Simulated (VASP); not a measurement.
C: single point with PBE

The system is C.

```xyz
2
Lattice="0.0000 1.8205 1.8205 1.8205 0.0000 1.8205 1.8205 1.8205 0.0000" Properties=species:S:1:pos:R:3 pbc="T T T"
C     0.0000    0.0000    0.0000
C     0.9102    0.9102    0.9102
```

This isn't the form of C at room conditions, which is graphite.

The cell isn't the ideal one: a relaxed cell with its volume scaled by 1.06.

```json
{
  "Program": "VASP 6.6.1",
  "Task": "single point",
  "Functional": "PBE",
  "Potentials or basis": "VASP PAW PBE potentials, release 64 (C)",
  "Cutoff": "700 eV",
  "k mesh": "14 × 14 × 14",
  "Occupations": "gaussian, width 0.02 eV",
  "Spin": "no spin polarisation",
  "Further INCAR settings": "ALGO = Normal; EDIFF = 1e-07"
}
```

| Property | Result |
| --- | --- |
| Pressure | -22.7 GPa |
| Band gap on the k mesh | 4.00 eV, indirect (least direct gap 5.42 eV) |

Levels at points of the mesh, in eV from the valence-band top:
| k point | band 1 | band 2 | band 3 | band 4 | band 5 | band 6 | band 7 | band 8 |
| --- | --- | --- | --- | --- | --- | --- | --- | --- |
| (0.00, 0.00, 0.00) | -20.66 | 0.00 | 0.00 | 0.00 | 5.42 | 5.42 | 5.42 | 11.94 |
| (0.50, 0.00, 0.00) | -15.23 | -12.71 | -2.64 | -2.64 | 8.03 | 8.20 | 8.20 | 15.12 |
| (0.50, 0.50, 0.00) | -12.34 | -12.34 | -5.93 | -5.93 | 4.63 | 4.63 | 15.88 | 15.88 |

Wall time 5 s on 1 thread of Intel(R) Xeon(R) 6975P-C (Granite Rapids), on a shared host, peak memory 0.13 GiB.

Caveat: so large a pressure means that the cell lies far from this level's equilibrium, or that cutoff or potentials fall short. A k mesh can miss the band edges.
